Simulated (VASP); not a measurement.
# GaAs: relaxation of the cell, by functional

GaAs, F-43m (no. 216), 2 atoms in the cell.

| Functional | Volume (A^3) | Pressure left (GPa) | Ionic steps | SCF steps in all | Time (s) |
|---|---|---|---|---|---|
| VMT84 | 48.060 | -0.04 | 3 | 33 | 31 |
| mPWLYP | 50.376 | 0.02 | 3 | 31 | 27 |
| XLYP | 50.970 | 0.03 | 3 | 34 | 41 |
| Slater-GL | 43.286 | -0.01 | 3 | 29 | 20 |

## Input of the first row

INCAR:
```
PREC     = Accurate       # precision mode
ENCUT    = 600            # plane-wave cutoff, eV
EDIFF    = 1E-7           # SCF threshold, eV
ISMEAR   = 0              # smearing method
SIGMA    = 0.02           # smearing width, eV
LREAL    = F              # projectors in reciprocal space
LASPH    = T              # aspherical terms in the spheres
ALGO     = Normal         # electronic algorithm
NELM     = 100            # most SCF steps
ISIF     = 3              # what is computed and relaxed
LWAVE    = F              # write WAVECAR
LCHARG   = F              # write CHGCAR
IBRION   = 2              # ionic algorithm
NSW      = 40             # ionic steps
EDIFFG   = -0.01          # ionic threshold
GGA_COMPAT= F            
GGA      = LIBXC          # functional
LIBXC1   = GGA_X_VMT84_PBE
LIBXC2   = GGA_C_PBE     
```

KPOINTS:
```
k-points
0
Gamma
  7 7 7
```

POSCAR:
```
GaAs
1.0
    0.0000000000      2.8268500000      2.8268500000
    2.8268500000      0.0000000000      2.8268500000
    2.8268500000      2.8268500000      0.0000000000
As Ga
1 1
Direct
    0.7500000000      0.7500000000      0.7500000000
    0.0000000000      0.0000000000      0.0000000000
```

Commands:
```
cat potpaw_PBE.64/As/POTCAR potpaw_PBE.64/Ga_d/POTCAR > POTCAR
mpirun -np 1 vasp_std > vasp.out
```

Changes of the last row against the first:
```
- LIBXC1 = GGA_X_VMT84_PBE
- LIBXC2 = GGA_C_PBE
+ LIBXC1 = LDA_X
+ LIBXC2 = LDA_C_GL
```

VASP 6.6.1 took 31 s on 1 core (Intel Xeon Platinum 8488C (Sapphire Rapids)), a shared host.
